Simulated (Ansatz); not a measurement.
The system is SiNi.

```
CELL_PARAMETERS angstrom
5.17310 0.00000 0.00000
0.00000 3.33810 0.00000
0.00000 0.00000 5.60490
ATOMIC_POSITIONS crystal
Ni 0.99221 0.75000 0.81248
Ni 0.50779 0.25000 0.31248
Ni 0.49221 0.75000 0.68752
Ni 0.00779 0.25000 0.18752
Si 0.67872 0.25000 0.91750
Si 0.82128 0.75000 0.41750
Si 0.17872 0.25000 0.58250
Si 0.32128 0.75000 0.08250
```

```yaml
Program: Ansatz 0.2.0
Task: relaxation of cell and atoms
Functional: PBE
Dispersion: D4
Potentials_or_basis: Ansatz PAW
Cutoff: "420 eV (not typed: the program's choice for these potentials)"
k_mesh: 5 × 8 × 5
Occupations: fermi-dirac, width 0.05 eV
Spin: collinear spin, ferromagnetic start
Starting_moments: "[1.0, 1.0, 1.0, 1.0, 0.0, 0.0, 0.0, 0.0] μB"
```

At the start: volume 12.10 Å³/atom.

Task: Where does the relaxation end?

Result: It ends after 6 steps and the volume is 11.82 Å³/atom (-2.3 %); space group Pnma (No. 62, to 0.05 Å); moment 0.00 μB per cell.

Step by step:
| step | energy change (eV) | largest force (eV/Å) | volume (Å³) |
| --- | --- | --- | --- |
| 1 | 0.0000 | 0.0699 | 96.79 |
| 2 | -0.0329 | 0.0573 | 95.58 |
| 3 | -0.0428 | 0.0364 | 94.39 |
| 4 | -0.0432 | 0.0132 | 94.57 |
| 5 | -0.0432 | 0.0019 | 94.59 |
| 6 | -0.0426 | 0.0019 | 94.59 |

Final structure:
```xyz
8
Lattice="5.0756 0.0000 0.0000 0.0000 3.3715 0.0000 0.0000 0.0000 5.5273" Properties=species:S:1:pos:R:3 pbc="T T T"
Ni    5.0256    2.5287    4.4923
Ni    2.5878    0.8429    1.7286
Ni    2.4878    2.5287    3.7987
Ni    0.0500    0.8429    1.0350
Si    3.4385    0.8429    5.0463
Si    4.1749    2.5287    2.2827
Si    0.9007    0.8429    3.2446
Si    1.6371    2.5287    0.4810
```

The cell as given is a measured one (12.10 Å³/atom); PBE+D4 puts the equilibrium volume -2.3 % from it, thermal expansion not counted.

Caveat: the plane-wave basis is chosen anew once the cell has moved, so the energies of steps on either side of that aren't comparable; pairwise dispersion overbinds metals, which lowers pressure and volume; the starting moments weren't kept.
